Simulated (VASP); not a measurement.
Input of a VASP 6.6.1 run:

Contents of INCAR:

```
SYSTEM = Zn2SnO3
PREC = Normal ; ENCUT = 520
EDIFF = 1E-4 ; ISMEAR = 0
SIGMA = 0.15 ; LREAL = .False.
LASPH = .True. ; NELM = 60
ALGO = Fast ; ISIF = 3
LWAVE = .False. ; LCHARG = .False.
GGA = PE ; IBRION = 2
NSW = 24 ; EDIFFG = -0.08
```

KPOINTS

```
regular mesh
0
Gamma
  4 4 2
  0 0 0
```

File POSCAR:

```
Zn2SnO3
1.0
    2.2976951700     -2.7615723700      0.0000000000
    2.2976951700      2.7615723700      0.0000000000
    0.0000000000      0.0000000000      8.0150649300
Zn Sn O
2 1 3
Direct
    0.5000000000      0.5000000000      0.2649916000
    0.5000000000      0.5000000000      0.7350084000
    0.0000000000      0.0000000000      0.0000000000
    0.5000000000      0.0000000000      0.0000000000
    0.0000000000      0.5000000000      0.0000000000
    0.0000000000      0.0000000000      0.5000000000
```

Potentials or basis: VASP PAW PBE potentials, release 64 (Zn, Sn_d, O).

Command:

```sh
$ cat potpaw_PBE.64/Zn/POTCAR potpaw_PBE.64/Sn_d/POTCAR potpaw_PBE.64/O/POTCAR > POTCAR
$ mpirun -np 1 vasp_std > vasp.out
```

Q: Estimate the relaxed cell.

A: a = 4.188 Å, b = 4.188 Å, c = 4.572 Å, α = 90.00°, β = 90.00°, γ = 91.65°.

Q: What does it give for the band gap on the k mesh?

A: None (metal or under the smearing width).

Q: Predict the relaxed volume.

A: 13.36 Å³/atom.

Q: What does it give for the space group after relaxing (to 0.05 Å)?

A: Cmmm (No. 65).

Forces in eV/Å, atoms in the order of the input:
```
Zn   0.000  0.000 -0.017
Zn   0.000  0.000  0.017
Sn   0.000  0.000  0.000
O    0.000  0.000  0.000
O    0.000  0.000  0.000
O    0.000  0.000  0.000
```

Caveat: the k mesh is coarse (spacing up to 0.44 Å⁻¹), so the values aren't converged; the volume moved by over 15 % at a fixed basis, so the end points are rough; the relaxation stopped at a loose force limit of 0.08 eV/Å, so its end isn't a converged minimum.
